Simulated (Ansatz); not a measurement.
AlRu: energy along a strain

AlRu, Pm-3m, a = 2.992 Å (as given, not relaxed at this level: -3.2 GPa). The structure is a COD entry; whether it is the stable form wasn't checked. Ansatz: PBEsol, PAW, 420 eV, Γ-centred 16×16×16 mesh on 2 atoms, Gaussian smearing 0.15 eV; no spin polarisation. Cell vectors (Å): 2.992 0.000 0.000; 0.000 2.992 0.000; 0.000 0.000 2.992. The cell is strained by x per cent times the pattern (1 0 0 0 0 0) in the order xx yy zz yz xz xy (engineering shears), with fractional coordinates held. y is the free energy over the start, V0 = 13.387 Å³/atom.

```
x (%) y (meV/atom)
-6.00             ?
-4.50         17.93
-3.00          4.76
-1.50         -0.96
 0.00          0.00
 1.50          6.93
 3.00         19.22
 4.50         36.32
 5.25         46.52
 6.00         57.74
```

Question: Fit y = c1 x + c2 x² + c3 x³ to the other rows, get the stiffness along the pattern, and predict the missing energy.

Answer: Least squares on the rows shown. y = 2.6727 x + 1.3395 x² − 0.030445 x³. The clamped-ion stiffness p·C·p = 2 × 13.39 eV × 160.2 / 13.387 Å³ = 321 GPa, which is C11 in these axes (second derivative at the start, which stands under stress). At x = -6.00 the fit asked for gives 38.76 meV/atom. The run gave 39.51 meV/atom, so the fit is 0.75 meV/atom too low, 1.3 % of the span of the series, against an rms of 0.06 meV/atom on the fitted rows. The row lies outside the fitted range. With a term in x⁴ added, a fit to the same known rows predicts 39.39 meV/atom, so most of the miss is curvature that the known rows already hold.